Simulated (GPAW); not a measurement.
Input of a GPAW 26.7.0 run:

Contents of run.py:

```python
from ase.dft.bandgap import bandgap
from ase.io import read, write
from ase.units import Bohr, GPa
from gpaw import GPAW, PW
from gpaw.elf import elf_from_dft_calculation

atoms = read('Ta.xyz')

calc = GPAW(mode=PW(600),
            xc='revPBE',
            kpts={'size': (11, 11, 11), 'gamma': True},
            occupations={'name': 'fermi-dirac', 'width': 0.05},
            setups={'Ta': '5'},
            nbands='150%',
            convergence={'density': 1e-05, 'energy': 1e-05},
            maxiter=150,
            txt='gpaw.txt')
atoms.calc = calc
energy = atoms.get_potential_energy()
forces = atoms.get_forces()
stress = atoms.get_stress()
calc.write('gs.gpw')
write('result.traj', atoms)
print(f'Energy: {energy:.6f} eV')
print('Forces (eV/A):')
print(forces.round(4))
print('Stress (GPa):', (stress / GPa).round(3))
print('Fermi level:', round(calc.get_fermi_level(), 4), 'eV')
print(f'Gap: {bandgap(calc)[0]:.4f} eV, direct: {bandgap(calc, direct=True)[0]:.4f} eV')

# fields on the real-space grid
write('density.cube', atoms, data=calc.get_pseudo_density() * Bohr**3)
write('potential.cube', atoms, data=calc.get_electrostatic_potential())
write('elf.cube', atoms, data=elf_from_dft_calculation(calc).data)
```

File Ta.xyz:

```xyz
1
Lattice="-1.7138403400 1.6638007000 1.6059510000 1.6932035700 -1.6823021200 1.6038156500 1.6862236500 1.6546854300 -1.6244524300" Properties=species:S:1:pos:R:3 pbc="T T T"
Ta     0.0000000000      0.0000000000      0.0000000000
```

Potentials or basis: the program's PAW data sets (release 1.2.1) made for this functional, other valence, pw.

Command:

```sh
$ OMP_NUM_THREADS=1 python run.py
```

(1) Estimate the pressure.

(2) What does it give for the band gap on the k mesh?

## Answers

(1) 8.5 GPa.

(2) none (metal or under the smearing width).
